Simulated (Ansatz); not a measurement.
Theory: DFT PBE, scalar-relativistic, plane waves, PAW (Ansatz). All cells share a 420 eV cutoff and Γ-centred k meshes spaced at most about 0.3 Å⁻¹ (about 0.25 or finer for metals, 2π included). No spin polarisation.

These are static total energies at zero pressure.

Problem. Order these relaxed structures of Mg2O by energy, lowest first, with the energy over the lowest of them.
A.

```xyz
3
Lattice="1.5379 0.8879 5.0323 -1.5379 0.8879 5.0323 0.0000 -1.7758 5.0323" Properties=species:S:1:pos:R:3 pbc="T T T"
Mg    0.0000    0.0000   11.3128
Mg    0.0000    0.0000    3.7841
O     0.0000    0.0000    0.0000
```

B.

```xyz
6
Lattice="3.0774 0.0000 0.0000 -1.5387 2.6651 0.0000 0.0000 0.0000 10.1026" Properties=species:S:1:pos:R:3 pbc="T T T"
Mg    0.0000    0.0000    0.0000
Mg    0.0000    1.7767    7.6365
Mg    1.5387    0.8884    2.4661
Mg    0.0000    0.0000    5.0513
O     0.0000    1.7767    1.2173
O     1.5387    0.8884    8.8853
```

C.

```xyz
6
Lattice="3.0489 0.0000 0.0000 0.0000 3.0489 0.0000 0.0000 0.0000 8.8660" Properties=species:S:1:pos:R:3 pbc="T T T"
Mg    1.5244    0.0000    1.0628
Mg    0.0000    1.5244    7.8032
Mg    0.0000    1.5244    3.3407
Mg    1.5244    0.0000    5.5253
O     1.5244    0.0000    7.8035
O     0.0000    1.5244    1.0626
```

D.

```xyz
3
Lattice="3.0949 0.0000 0.0000 -1.5475 2.6803 0.0000 0.0000 0.0000 5.0124" Properties=species:S:1:pos:R:3 pbc="T T T"
Mg    0.0000    1.7868    1.2393
Mg    1.5475    0.8934    3.7732
O     0.0000    0.0000    0.0000
```

E.

```xyz
6
Lattice="5.2424 0.0000 0.0000 0.0000 5.2424 0.0000 0.0000 0.0000 3.1298" Properties=species:S:1:pos:R:3 pbc="T T T"
Mg    1.5377    1.5377    0.0000
Mg    1.0835    4.1589    1.5649
Mg    3.7047    3.7047    0.0000
Mg    4.1589    1.0835    1.5649
O     0.0000    0.0000    0.0000
O     2.6212    2.6212    1.5649
```

Solution. B (0 meV/atom), C (49 meV/atom), D (72 meV/atom), A (87 meV/atom), E (288 meV/atom). Forms: B P-3m1; C P4/nmm; D anti-cadmium iodide type, P-3m1; A anti-cadmium chloride type, R-3m; E anti-rutile type, P4_2/mnm. Counting O atoms around Mg (those within 1.25 times the shortest such distance or 1.15 times the sum of covalent radii; a plus sign parts nearer from farther groups; the shortest distance is added where it is long for a bond; a slash parts the counts of unlike sites): B has Mg 3/6/6+6 from 4.2 Å; C has Mg 1/5; D has Mg 3; A has Mg 3; E has Mg 3. All come from invented guesses.

The k mesh leaves some 4 meV/atom of noise in the energy of each metallic cell. Cells relaxed within their symmetry can be saddle points. Some types were kept out of the candidates beforehand, so the set may lack a known form.
